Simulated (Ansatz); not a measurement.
LDA, PBE, PBEsol and r²SCAN on ZnCu

```
Zn Cu
1.0
     2.94500    0.00000    0.00000
     0.00000    2.94500    0.00000
     0.00000    0.00000    2.94500
Zn Cu
1 1
Direct
  0.50000 0.50000 0.50000
  0.00000 0.00000 0.00000
```

Atoms are numbered in the order listed.

The conventional cell has a = 2.945 Å, b = 2.945 Å, c = 2.945 Å, α = 90.00°, β = 90.00°, γ = 90.00°. Zn (atom 1) has 8 Cu at 2.55 Å as nearest neighbours. Cu (atom 2) is surrounded by 8 Zn at 2.55 Å.

The cell is COD entry 9008814, as deposited and not checked against the literature; nothing was relaxed.

One fixed cell is solved with several functionals by PAW with the default files in Ansatz 0.2.0, scalar-relativistically. A positive pressure means that the functional wants a larger cell.

The PAW files were made with PBE; their cores are remade for each functional.

Sampling and basis: a Γ-centred 14×14×14 k mesh, Fermi–Dirac smearing of 0.05 eV, cutoff 420 eV, no spin polarisation.

Cutoffs: PBE 420 eV, LDA 420 eV, PBEsol 420 eV, r²SCAN 500 eV.

Q: One of the runs gave P (GPa) = -9.93, lowest level at Γ above −25 eV, from the valence-band top or, without a gap, the Fermi level (eV) = -10.39. Which setting was it?
A. r²SCAN
B. LDA
C. PBEsol
D. PBE

A: B. The full set:
| setting | P (GPa) | lowest level at Γ above −25 eV, from the valence-band top or, without a gap, the Fermi level (eV) |
| --- | --- | --- |
| PBE | 2.26 | -10.38 |
| LDA | -9.93 | -10.39 |
| PBEsol | -4.74 | -10.40 |
| r²SCAN | -3.42 | -10.79 |
